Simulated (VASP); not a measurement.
Input of a VASP 6.6.1 run:

The input run.py:

```python
from ase.calculators.vasp import Vasp
from ase.dft.bandgap import bandgap
from ase.io import read

atoms = read('POSCAR')
calc = Vasp(
    directory='calc',
    xc='lda',
    pp='LDA',
    setups='minimal',
    prec='Accurate',
    encut=500,
    ediff=1e-07,
    ismear=0,
    sigma=0.2,
    lreal=False,
    lasph=True,
    nelm=80,
    algo='Normal',
    isif=2,
    lwave=False,
    lcharg=True,
    lmaxmix=4,
    ldautype=2,
    ldauprint=1,
    ldau_luj={'W': {'L': 2, 'U': 6.2, 'J': 0.5}},
    kpts=[12, 12, 12],
    gamma=True,
    nbands=9,
)
atoms.calc = calc

print('energy (eV):', atoms.get_potential_energy())
print('free energy (eV):', atoms.get_potential_energy(force_consistent=True))
efermi = calc.get_fermi_level()
print('Fermi level (eV):', efermi)
path = atoms.cell.bandpath(npoints=40, eps=1e-4)
print('path:', path.path)
calc.set(kpts=path.kpts, reciprocal=True, icharg=11, isym=0, lcharg=False)
calc.calculate(atoms)
print('gap on the path (eV):', bandgap(calc, efermi=efermi)[0])
print('direct gap on the path (eV):', bandgap(calc, efermi=efermi, direct=True)[0])
```

POSCAR

```
W
1.0
   -1.6417680000      1.5938210000      1.5796970000
    1.6222230000     -1.5955110000      1.5618420000
    1.5921040000      1.5458470000     -1.5813870000
W
1
Direct
   -0.0107630000      0.0568090000     -0.0273050000
```

Potentials or basis: VASP PAW LDA potentials, release 64 (W).

Launch:

```console
$ python run.py
```

Question: What does it give for the band gap along the path?

Answer: None (metal or under the smearing width).

Levels at the corners of the path, in eV from the Fermi level:
| point | band 1 | band 2 | band 3 | band 4 | band 5 | band 6 |
| --- | --- | --- | --- | --- | --- | --- |
| X | -6.24 | -4.15 | 0.40 | 3.07 | 4.61 | 5.74 |
| Γ | -9.64 | -2.15 | -1.72 | -0.98 | 3.22 | 3.66 |
| Y | -6.22 | -3.92 | 0.56 | 2.90 | 4.44 | 5.74 |
| L | -6.14 | -4.17 | 0.83 | 3.29 | 4.50 | 5.79 |
| Γ | -9.64 | -2.15 | -1.72 | -0.98 | 3.22 | 3.66 |
| Z | -6.08 | -3.50 | 0.93 | 2.55 | 4.08 | 5.75 |
| N | -4.67 | -4.64 | 4.62 | 4.80 | 4.92 | 7.90 |
| Γ | -9.64 | -2.15 | -1.72 | -0.98 | 3.22 | 3.66 |
| M | -6.13 | -4.13 | 0.86 | 3.25 | 4.47 | 5.77 |
| R | -6.16 | -3.67 | 0.76 | 2.69 | 4.24 | 5.74 |
| Γ | -9.64 | -2.15 | -1.72 | -0.98 | 3.22 | 3.66 |

Caveat: the log is that of the step along the path at fixed density, whose energy, stress, charges and moments have no meaning; spin-orbit coupling is left out, which moves the levels of the heavy elements; U without spin polarisation on a metal has little footing; the U is typed as a test and isn't derived for this compound.
